**Question**

The table lists the band gap of one La₂O₃ crystal at several levels of theory, with the atoms held in the same places throughout. The relaxed crystal has the trigonal A-type structure. The cell used holds three primitive cells, so a gap listed as direct may be indirect in the primitive cell; the band gap itself is not affected.

La₂O₃ (space group P-3m1, a = 3.935, c = 6.126 Å; 15-atom cell) at its r2SCAN-relaxed geometry, computed with Ansatz 0.2.0, plane-wave PAW, without spin polarisation. Gaps are the least over the k mesh (8×8×4; 4×4×2 for HSE06 and PBE0) and the named k points. The plane-wave cutoff is 420 eV (500 eV for r2SCAN).

```tsv
level of theory	band gap (eV)	least direct gap (eV)
PBE	3.838	3.912
r2SCAN	4.226	4.345
HSE06	5.287	5.416
PBE+SOC	3.826	3.902
PBE0	6.029	6.157
```

PBE builds exchange from the electron density and its gradient, and r2SCAN adds the kinetic-energy density of the orbitals. HSE06 replaces a quarter of the PBE exchange by Fock exchange at short range only, PBE0 at every distance. SOC stands for spin-orbit coupling.

(a) Why does Fock exchange open the gap?
(b) Estimate the step from HSE06 to PBE0 from the definitions of the two functionals alone, and compare it with the table.
(c) Account for the places of r2SCAN and PBE+SOC.

**Model answer**

(a) Start from a hydrogen atom. Fock exchange cancels the repulsion of its one electron with itself, while a second electron, placed in an empty level of opposite spin, gets no such relief. Fock exchange thus treats filled and empty levels differently, whereas in this crystal, computed without spin polarisation, the PBE potential is the same function of position for both. The analogy stops there: orbitals in a crystal spread over many atoms, and a filled one is lowered by its exchange with all filled orbitals together. The result is still a lower valence top relative to the conduction bottom, hence a wider gap.

(b) HSE06 divides the repulsion $1/r$ between electrons at distance $r$ into a short-range part and a long-range part $\mathrm{erf}(wr)/r$, with $w$ about 0.11 per bohr. If $w$ went to infinity, HSE06 would become PBE; if $w$ went to zero, it would become PBE0. The actual $w$ is small enough for the second limit to guide the estimate. Near $r=0$ the long-range part is flat, with the value $2w/\sqrt{\pi}$ in atomic units, and at the La–O distance it has lost less than a tenth of that.

Treat it as constant. Exchange then depends only on the overlaps between orbitals, which are orthogonal. A filled orbital overlaps with itself among the filled ones and is lowered by the full constant; an empty orbital overlaps with none and stays put. The long-range PBE exchange that is taken out shifts both edges about equally, so it drops out of the gap. With a quarter of Fock exchange, the gap should grow by

$$\Delta E_\mathrm{gap}\approx\frac14\cdot\frac{2w}{\sqrt{\pi}}\approx 0.031\ \text{hartree}\approx 0.84\ \text{eV}.$$

The computed step is 0.74 eV, so the estimate is 14 % above it. An overestimate is reasonable, because the interaction does fall off with distance and real empty orbitals gain a little exchange too. The coarse k mesh of the two hybrid calculations may also contribute, and the data do not separate these causes.

(c) r2SCAN lies 0.39 eV above PBE, about a quarter of the way to HSE06. Part of its potential acts on the slope of each orbital, so it is no longer a plain function of position and can shift filled and empty states differently. Theory thus allows a wider gap without Fock exchange, though the table does not isolate this cause.

PBE+SOC is not a further rung on the ladder and should be read beside PBE, whose gap it lowers by only about 0.01 eV. Lanthanum is heavy, but in this ionic oxide the valence top should consist mainly of oxygen 2p orbitals, and oxygen is light. That assignment rests on chemistry; the orbital make-up of the band edges was not computed. The argument also covers the valence side only. At the conduction bottom lanthanum orbitals should weigh more, yet a small response is still expected if that level has no partner at the same energy apart from spin. In a crystal with an inversion centre, spin-orbit coupling then shifts it only by mixing it with other levels. Whether the level is of this kind was not checked, but the computed band edges do move little. With spin-orbit coupling the valence top rises by about 0.02 eV and the conduction bottom by less than 0.01 eV, provided both runs share the same energy zero.

**Remarks on the reasoning**

The estimate in (b) uses only the mixing fraction and $w$, both part of the definition of the functionals, and no gap from the table. Its success supports the flat-interaction picture, not the accuracy of PBE0 for real La₂O₃. The band edges offer a closer look. Long-range PBE exchange should lower every state by about half the constant, while Fock exchange lowers the filled states by the whole of it and the empty ones not at all. Replacing a quarter of the one by the other should therefore leave the valence top 0.42 eV lower and the conduction bottom 0.42 eV higher. On their k mesh the calculations give 0.39 and 0.36 eV, provided both share the same energy zero.

The same shortcut fails for the step from PBE to HSE06. At short range the repulsion varies steeply, and the result depends on the shapes of the orbitals. This step is 1.45 eV, two thirds of the whole rise from PBE to PBE0. It is also not a shift at a single k point, since the conduction minimum moves to another one between PBE and HSE06.

For practical use, a computed gap of this oxide means little without the name of its functional: the choice moves it by more than 2 eV. The table holds no measured gap, so it cannot say which level is right. What carries over to a similar insulator is the reasoning in (b). It needs exchange between filled orbitals to reach less far than $1/w$, about 5 Å, and both band edges to lie where the electrons are dense enough for long-range PBE exchange to lower them about equally. An empty level out in the vacuum beside a surface or a molecule is expected to break the second condition.
